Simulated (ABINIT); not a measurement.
# PbS (P1) in ABINIT: convergence with k mesh

Aim: find how far k mesh must go before the results for PbS settle, at PBE. This setting moves, with any that are tied to it; all else stays.

All numbers are computed with ABINIT 10.8.3 (patched build); they aren't measurements. Logs are shortened: lines on timing, memory, paths and dates and some standing lists are left out, and cuts for length are marked. The log counts tension as positive stress, the text compression.

## (1) The cell of the first run

The typed cell holds 4 atoms: a = 6.342 Å, b = 6.342 Å, c = 4.279 Å, α = 90.00°, β = 90.00°, γ = 141.71°.

The cell comes from a database or a generator and needn't be the stable form of this composition.

The cell isn't the ideal one: atoms moved at random, drawn with an rms of 0.05 Å.

## (2) With k mesh 1 × 1 × 1

The input, run.abi:

```
pp_dirpath "./"
pseudos "Pb.GGA_PBE-JTH_sp.xml, S.GGA_PBE-JTH.xml"

acell 3*1.0
rprim
     3.9305409457   -11.3219102062     0.0000000000
     3.9305409457    11.3219102062     0.0000000000
     0.0000000000     0.0000000000     8.0867445760
ntypat 2
znucl 82 16
natom 4
typat 1 1 2 2
xred
     0.1349370000     0.8803180000     0.2486010000
     0.8617060000     0.1236320000     0.7528250000
     0.3644890000     0.6648390000     0.2471520000
     0.6382040000     0.3480560000     0.7521770000
chkprim 0
chksymtnons 0
tolsym 1.0e-6

ecut 20.0
pawecutdg 40.0
pawxcdev 0

kptopt 1
ngkpt 1 1 1
nshiftk 1
shiftk 0.0 0.0 0.0

ixc 11

nband 14
occopt 4
tsmear 0.00367493

nstep 100
tolvrs 1.0e-9

iomode 3
prtwf 0
prtden 0
prteig 0
prtebands 0
enunit 1
```

Potentials or basis: JTH PAW PBE v2.0 sp.

Launch:

```console
$ abinit run.abi > log 2>&1
```

run.abo:

```text
.Version 10.8.3 of ABINIT
 Symmetries : space group P1 (#  1); Bravais aP (primitive triclinic)
================================================================================
 Values of the parameters that define the memory need of the present run
     intxc =       0    ionmov =       0      iscf =      17    lmnmax =      13
     lnmax =       5     mgfft =      50  mpssoang =       3    mqgrid =    3001
     natom =       4  nloc_mem =       2    nspden =       1   nspinor =       1
    nsppol =       1      nsym =       1    n1xccc =       1    ntypat =       2
    occopt =       4   xclevel =       2
       mpw =        1537          nfft =       90000          nkpt =           1
 PAW method is used; the additional fine FFT grid is defined by:
   mgfftf=        72    nfftf =    248832
================================================================================
================================================================================

--------------------------------------------------------------------------------
------------- Echo of variables that govern the present computation ------------
--------------------------------------------------------------------------------
 -outvars: echo values of preprocessed input variables --------
            acell      1.0000000000E+00  1.0000000000E+00  1.0000000000E+00 Bohr
              amu      2.07200000E+02  3.20660000E+01
          chkprim           0
      chksymtnons           0
             ecut      2.00000000E+01 Hartree
           enunit           1
              ixc          11
         kptrlatt        1    0    0      0    1    0      0    0    1
          kptrlen      7.86108189E+00
            natom           4
            nband          14
            ngfft          50      50      36
          ngfftdg          72      72      48
             nkpt           1
            nstep         100
             nsym           1
           ntypat           2
           occopt           4
        pawecutdg      4.00000000E+01 Hartree
         pawxcdev           0
           prtden           0
        prtebands           0
           prteig           0
            prtwf           0
            rprim      3.9305409457E+00 -1.1321910206E+01  0.0000000000E+00
                       3.9305409457E+00  1.1321910206E+01  0.0000000000E+00
                       0.0000000000E+00  0.0000000000E+00  8.0867445760E+00
          spgroup           1
           tolsym      1.00000000E-06
           tolvrs      1.00000000E-09
           tsmear      3.67493000E-03 Hartree
            typat      1  1  2  2
           useylm           1
           xangst      2.1116823719E+00  4.4657988455E+00  1.0638434643E+00
                       2.0494564272E+00 -4.4220204393E+00  3.2215797845E+00
                       2.1409535462E+00  1.7994860122E+00  1.0576427282E+00
                       2.0513741436E+00 -1.7383628016E+00  3.2188067845E+00
            xcart      3.9905013478E+00  8.4391367514E+00  2.0103727883E+00
                       3.8729113544E+00 -8.3564075535E+00  6.0879034854E+00
[... 155 lines left out ...]
    2      2.04945642718131    -4.42202043934627     3.22157978447946
    3      2.14095354617165     1.79948601218530     1.05764272824849
    4      2.05137414356479    -1.73836280160992     3.21880678451221

 cartesian forces (hartree/bohr) at end:
    1     -0.00658798702273    -0.00414790252035     0.00163768286709
    2      0.00942216082971     0.00679496401049    -0.00281958247943
    3     -0.01077579521662    -0.05053962683917     0.00302960660758
    4      0.00794162140964     0.04789256534903    -0.00184770699525
 frms,max,avg= 2.0908369E-02 5.0539627E-02   2.583E-06 -1.453E-05  2.634E-05 h/b

 cartesian forces (eV/Angstrom) at end:
    1     -0.33876791344552    -0.21329372343132     0.08421303895339
    2      0.48450699028658     0.34941109808358    -0.14498876061042
    3     -0.55411366911586    -2.59885210331475     0.15578863550753
    4      0.40837459227479     2.46273472866248    -0.09501291385050
 frms,max,avg= 1.0751516E+00 2.5988521E+00   1.328E-04 -7.471E-04  1.354E-03 e/A
 length scales=  1.000000000000  1.000000000000  1.000000000000 bohr
              =  0.529177210544  0.529177210544  0.529177210544 angstroms
 Fermi (or HOMO) energy (eV) =   2.51708   Average Vxc (eV)=  -9.32528
 Eigenvalues (   eV  ) for nkpt=   1  k points:
 kpt#   1, nband= 14, wtk=  1.00000, kpt=  0.0000  0.0000  0.0000 (reduced coord)
 -11.56562   -9.79185   -5.65080   -4.58704   -2.74644   -1.53270   -0.96170   -0.11717
   0.05764    1.06876    5.81153    6.03492    6.42945    6.81124

--- !EnergyTerms
iteration_state     : {dtset: 1, }
comment             : Components of total free energy in Hartree
kinetic             :  1.14033480903107E+01
hartree             :  3.98868726802791E+00
xc                  : -1.56673130143737E+01
Ewald energy        : -2.54054953939924E+01
psp_core            :  2.44994021371581E+00
local_psp           : -1.40748906156673E+01
PAW spherical_terms :  9.16809930124095E+00
internal            : -2.81376241507380E+01
'-kT*entropy'       :  1.20881050060380E-15
total_energy        : -2.81376241507380E+01
total_energy_eV     : -7.65663758809976E+02
...

--- !EnergyTermsDC
iteration_state     : {dtset: 1, }
comment             : '"Double-counting" decomposition of free energy'
band_energy         : -2.63323010101406E+00
Ewald energy        : -2.54054953939924E+01
psp_core            :  2.44994021371581E+00
xc_dc               : -7.74901636558405E+00
PAW spherical_terms :  5.20017920443406E+00
internal            : -2.81376224424406E+01
'-kT*entropy'       :  1.20881050060380E-15
total_energy_dc     : -2.81376224424406E+01
total_energy_dc_eV  : -7.65663712324835E+02
...

--- !EnergyTermsWithPAWCore
iteration_state     : {dtset: 1, }
comment             : 'Components of total free energy, including PAW core contributions'
Total energy        : -4.25625694872720E+04
Total energy DC     : -4.25625694855637E+04
Total energy (eV)   : -1.15818651793956E+06
Total energy DC (eV): -1.15818651789308E+06
...

 Cartesian components of stress tensor (hartree/bohr^3)
  sigma(1 1)=  1.77641443E-05  sigma(3 2)= -3.62427279E-06
  sigma(2 2)= -1.26417110E-05  sigma(3 1)=  3.42183231E-06
  sigma(3 3)= -2.87988351E-04  sigma(2 1)= -6.40938353E-06

-Cartesian components of stress tensor (GPa)         [Pressure=  2.7741E+00 GPa]
- sigma(1 1)=  5.22639168E-01  sigma(3 2)= -1.06629787E-01
- sigma(2 2)= -3.71931979E-01  sigma(3 1)=  1.00673782E-01
- sigma(3 3)= -8.47290980E+00  sigma(2 1)= -1.88570574E-01

== END DATASET(S) ==============================================================
================================================================================

 -outvars: echo values of variables after computation  --------
            acell      1.0000000000E+00  1.0000000000E+00  1.0000000000E+00 Bohr
           etotal     -2.8137622442E+01
            fcart     -6.5879870227E-03 -4.1479025204E-03  1.6376828671E-03
                       9.4221608297E-03  6.7949640105E-03 -2.8195824794E-03
                      -1.0775795217E-02 -5.0539626839E-02  3.0296066076E-03
                       7.9416214096E-03  4.7892565349E-02 -1.8477069952E-03
            rprim      3.9305409457E+00 -1.1321910206E+01  0.0000000000E+00
                       3.9305409457E+00  1.1321910206E+01  0.0000000000E+00
                       0.0000000000E+00  0.0000000000E+00  8.0867445760E+00
           strten      1.7764144263E-05 -1.2641711012E-05 -2.8798835067E-04
                      -3.6242727879E-06  3.4218323080E-06 -6.4093835332E-06
           xangst      2.1116823719E+00  4.4657988455E+00  1.0638434643E+00
                       2.0494564272E+00 -4.4220204393E+00  3.2215797845E+00
                       2.1409535462E+00  1.7994860122E+00  1.0576427282E+00
                       2.0513741436E+00 -1.7383628016E+00  3.2188067845E+00
             xred      1.3493700000E-01  8.8031800000E-01  2.4860100000E-01
                       8.6170600000E-01  1.2363200000E-01  7.5282500000E-01
                       3.6448900000E-01  6.6483900000E-01  2.4715200000E-01
                       6.3820400000E-01  3.4805600000E-01  7.5217700000E-01
 Calculation completed.
```

Run time: 10 s. Hardware: 1 thread of Arm Neoverse V1, shared host; peak memory 0.16 GiB.

Results:

```yaml
Free_energy: -765.6637 eV
Pressure: 2.8 GPa
Largest_force: 2.662 eV/Å
Band_gap_on_the_k_mesh: 4.74 eV, direct
Valence_electrons_inside_the_program's_atomic_spheres: Pb 2.59; S 3.58
```

## (3) With k mesh 2 × 2 × 1

Edit run.abi of step 2 so:

```diff
@@ -26,3 +26,3 @@
 kptopt 1
-ngkpt 1 1 1
+ngkpt 2 2 1
 nshiftk 1
```

Potentials or basis: JTH PAW PBE v2.0 sp.

Launch:

```console
$ abinit run.abi > log 2>&1
```

It took 13 s on 1 thread of Arm Neoverse V1, shared host; peak memory 0.17 GiB.

The run converged. Its results:

* Free energy: -761.4468 eV
* Pressure: 8.9 GPa
* Largest force: 0.469 eV/Å
* Band gap on the k mesh: 1.13 eV, direct
* Valence electrons inside the program's atomic spheres: Pb 2.52; S 3.59

## (4) With k mesh 2 × 2 × 2

Edit run.abi of step 3 so:

```diff
@@ -26,3 +26,3 @@
 kptopt 1
-ngkpt 2 2 1
+ngkpt 2 2 2
 nshiftk 1
```

Launch:

```console
$ abinit run.abi > log 2>&1
```

Run time: 18 s. Hardware: 1 thread of Arm Neoverse V1, shared host; peak memory 0.17 GiB.

It converged, with:

```yaml
Free_energy: -764.1442 eV
Pressure: 3.1 GPa
Largest_force: 0.544 eV/Å
Band_gap_on_the_k_mesh: 1.14 eV, indirect (least direct gap 1.33 eV)
Valence_electrons_inside_the_program's_atomic_spheres: Pb 2.53; S 3.56, 3.55
```

## (5) With k mesh 3 × 3 × 2

Edit run.abi of step 4 so:

```diff
@@ -26,3 +26,3 @@
 kptopt 1
-ngkpt 2 2 2
+ngkpt 3 3 2
 nshiftk 1
```

Launch:

```console
$ abinit run.abi > log 2>&1
```

It took 29 s on 1 thread of Arm Neoverse V1, shared host; peak memory 0.18 GiB.

It converged, with:

| Property | Result |
| --- | --- |
| Free energy | -764.7767 eV |
| Pressure | 1.9 GPa |
| Largest force | 0.285 eV/Å |
| Band gap on the k mesh | 1.81 eV, indirect (least direct gap 2.00 eV) |
| Valence electrons inside the program's atomic spheres | Pb 2.55; S 3.54 |

## (6) With k mesh 4 × 4 × 3

Edit run.abi of step 5 so:

```diff
@@ -26,3 +26,3 @@
 kptopt 1
-ngkpt 3 3 2
+ngkpt 4 4 3
 nshiftk 1
```

Potentials or basis: JTH PAW PBE v2.0 sp.

Launch:

```console
$ abinit run.abi > log 2>&1
```

Wall time 68 s (1 thread of Arm Neoverse V1, shared host); peak memory 0.2 GiB.

The run converged. Its results:

* Free energy: -764.9346 eV
* Pressure: 1.6 GPa
* Largest force: 0.506 eV/Å
* Band gap on the k mesh: 1.12 eV, indirect (least direct gap 1.40 eV)
* Valence electrons inside the program's atomic spheres: Pb 2.56, 2.55; S 3.54

## (7) With k mesh 4 × 4 × 4

Edit run.abi of step 6 so:

```diff
@@ -26,3 +26,3 @@
 kptopt 1
-ngkpt 4 4 3
+ngkpt 4 4 4
 nshiftk 1
```

Launch:

```console
$ abinit run.abi > log 2>&1
```

Wall time 87 s (1 thread of Arm Neoverse V1, shared host); peak memory 0.22 GiB.

It converged, with:

```
Free energy                                           : -764.9401 eV
Pressure                                              : 1.6 GPa
Largest force                                         : 0.411 eV/Å
Band gap on the k mesh                                : 1.23 eV, indirect (least direct gap 1.43 eV)
Valence electrons inside the program's atomic spheres : Pb 2.56, 2.55; S 3.54
```

## (8) With k mesh 5 × 5 × 4

Edit run.abi of step 7 so:

```diff
@@ -26,3 +26,3 @@
 kptopt 1
-ngkpt 4 4 4
+ngkpt 5 5 4
 nshiftk 1
```

Launch:

```console
$ abinit run.abi > log 2>&1
```

Wall time 2.3 min (1 thread of Arm Neoverse V1, shared host); peak memory 0.24 GiB.

It converged, with:

| Property | Result |
| --- | --- |
| Free energy | -764.9325 eV |
| Pressure | 1.6 GPa |
| Largest force | 0.422 eV/Å |
| Band gap on the k mesh | 1.32 eV, indirect (least direct gap 1.35 eV) |
| Valence electrons inside the program's atomic spheres | Pb 2.56, 2.55; S 3.54 |

## (9) With k mesh 6 × 6 × 5

Edit run.abi of step 8 so:

```diff
@@ -26,3 +26,3 @@
 kptopt 1
-ngkpt 5 5 4
+ngkpt 6 6 5
 nshiftk 1
```

Potentials or basis: JTH PAW PBE v2.0 sp.

Launch:

```console
$ abinit run.abi > log 2>&1
```

It took 3.8 min on 1 thread of Arm Neoverse V1, shared host; peak memory 0.3 GiB.

It converged, with:

```yaml
Free_energy: -764.9228 eV
Pressure: 1.7 GPa
Largest_force: 0.440 eV/Å
Band_gap_on_the_k_mesh: 1.09 eV, indirect (least direct gap 1.28 eV)
Valence_electrons_inside_the_program's_atomic_spheres: Pb 2.56, 2.55; S 3.54
```

## (10) With k mesh 8 × 8 × 6

Edit run.abi of step 9 so:

```diff
@@ -26,3 +26,3 @@
 kptopt 1
-ngkpt 6 6 5
+ngkpt 8 8 6
 nshiftk 1
```

Launch:

```console
$ abinit run.abi > log 2>&1
```

Wall time 8.4 min (1 thread of Arm Neoverse V1, shared host); peak memory 0.46 GiB.

It converged, with:

| Property | Result |
| --- | --- |
| Free energy | -764.9257 eV |
| Pressure | 1.7 GPa |
| Largest force | 0.438 eV/Å |
| Band gap on the k mesh | 1.12 eV, indirect (least direct gap 1.40 eV) |
| Valence electrons inside the program's atomic spheres | Pb 2.56, 2.55; S 3.54 |

## (11) The series at a glance

| k mesh | energy less the tightest run (meV/atom) | pressure (GPa) | largest force (eV/Å) | gap on the mesh (eV) | SCF cycles | CPU time (s) | peak memory (GiB) |
| --- | --- | --- | --- | --- | --- | --- | --- |
| 1 × 1 × 1 | -184.50 | 2.77 | 2.662 | 4.743 | 16 | 10 | 0.16 |
| 2 × 2 × 1 | 869.73 | 8.88 | 0.469 | 1.128 | 15 | 13 | 0.17 |
| 2 × 2 × 2 | 195.37 | 3.10 | 0.544 | 1.141 | 15 | 18 | 0.17 |
| 3 × 3 × 2 | 37.24 | 1.87 | 0.285 | 1.812 | 15 | 29 | 0.18 |
| 4 × 4 × 3 | -2.23 | 1.63 | 0.506 | 1.115 | 16 | 68 | 0.2 |
| 4 × 4 × 4 | -3.59 | 1.56 | 0.411 | 1.227 | 16 | 87 | 0.22 |
| 5 × 5 × 4 | -1.71 | 1.63 | 0.422 | 1.319 | 17 | 140 | 0.24 |
| 6 × 6 × 5 | 0.71 | 1.68 | 0.440 | 1.089 | 16 | 230 | 0.3 |
| 8 × 8 × 6 | 0.00 | 1.67 | 0.438 | 1.120 | 17 | 500 | 0.46 |

Against the tightest run, the energy stays within 1 meV/atom from 6 × 6 × 5 on; the pressure stays within 0.1 GPa from 5 × 5 × 4 on; the largest force stays within 0.005 eV/Å from 6 × 6 × 5 on. Not settled before the last step: the gap on the mesh (to 0.01 eV). Meshes of other sizes hit other points, so gaps and Fermi surfaces needn't settle smoothly. The tightest run that finished is the yardstick and may itself not be fully converged.

Caveats: spin-orbit coupling is left out, which as a rule narrows the gap of such compounds by several tenths of an eV; this set keeps more shells in the core, which shifts pressures and gaps.
